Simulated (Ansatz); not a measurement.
Corundum In2O3 was relaxed with 4 functionals in Ansatz 0.2.0, cell and atoms free, the symmetry of the start kept (meshes: PBE 6×6×6, r2SCAN 6×6×6, PBEsol 6×6×6, LDA 6×6×6). No spin polarisation and no zero-point or thermal motion.

The r2SCAN result:
```xyz
10
Lattice="2.7538 1.5899 4.8543 -2.7538 1.5899 4.8543 0.0000 -3.1798 4.8543" Properties=species:S:1:pos:R:3 pbc="T T T"
In    0.0000    0.0000   12.4811
In    0.0000    0.0000    5.1996
In    0.0000    0.0000    2.0819
In    0.0000    0.0000    9.3634
O     1.1202   -1.5899    6.0679
O    -1.9370   -0.1751    6.0679
O    -1.1202    1.5899    8.4951
O    -0.8168   -1.7651    8.4951
O     1.9370    0.1751    8.4951
O     0.8168    1.7651    6.0679
```

It is trigonal, R-3c (No. 167); conventional cell a = 5.508 Å, c = 14.563 Å, 12.75 Å³ an atom. In is surrounded by 6 O at 2.13–2.26 Å; O is surrounded by 4 In at 2.13–2.26 Å.

Question: How does the cell change with LDA?

Answer: a = 5.462 Å, c = 14.373 Å; the volume differs by -2.9 % from r2SCAN's. In has 6 O at 2.11–2.24 Å; O has 4 In at 2.11–2.24 Å.

Question: How does the cell change with PBE?

Answer: a = 5.576 Å, c = 14.756 Å; the volume differs by +3.8 % from r2SCAN's. In is surrounded by 6 O at 2.16–2.29 Å; O is surrounded by 4 In at 2.16–2.29 Å.

Question: Held at the r2SCAN cell, what mean stress do LDA and PBE find, and does its sign point to their own minimum?

Answer: Yes. LDA -5.05 GPa, and its relaxed volume is -2.9 % from r2SCAN's; PBE +6.37 GPa, and its relaxed volume is +3.8 % from r2SCAN's. Compression counts positive, so a positive stress asks for a larger cell.
